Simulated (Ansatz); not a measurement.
Wanted: the native input for an Ansatz 0.2.0 run.

| Quantity | Value |
| --- | --- |
| Task | single point |
| Functional | PBE |
| Potentials or basis | Ansatz PAW |
| Cutoff | 420 eV (not typed: the program's choice for these potentials) |
| k mesh | 8 × 8 × 8 |
| Occupations | gaussian, width 0.018 eV |
| Spin | no spin polarisation |

The system is CaF2 (Fluorite).

```
Ca F
1.0
     0.00000    2.73100    2.73100
     2.73100    0.00000    2.73100
     2.73100    2.73100    0.00000
Ca F
1 2
Cartesian
  0.0000 0.0000 0.0000
  4.0965 4.0965 4.0965
  1.3655 1.3655 1.3655
```

The input as run:

input.yaml

```yaml
crystal:
  lattice:
    - [0.0, 2.731, 2.731]
    - [2.731, 0.0, 2.731]
    - [2.731, 2.731, 0.0]
  atoms:
    - { symbol: Ca, position: [0.0, 0.0, 0.0] }
    - { symbol: F, position: [0.75, 0.75, 0.75] }
    - { symbol: F, position: [0.25, 0.25, 0.25] }
hamiltonian:
  xc: pbe
  pseudopotentials: { kind: paw }
kpoints:
  mp_grid: { grid: [8, 8, 8] }
scf:
  occupations: { method: gaussian, width: 0.018 }
output:
  forces: true
  stress: true
  eigenvalues: true
```

Potentials or basis: Ansatz PAW.

Command:

```bash
$ ansatz run input.yaml --threads 2 --pin off --max-ram 5632MiB --backend cpu --events-out ev --progress --plain --runs-dir out
```

Results of the run:

The pressure is 2.2 GPa and the band gap on the k mesh is 7.30 eV, indirect (least direct gap 7.56 eV).

Caveat: the pressure holds a Pulay correction of +0.6 GPa for the finite cutoff.

Run time: 0.61 s on 2 threads of Arm Neoverse V2, on a shared host, peak memory 0.28 GiB.
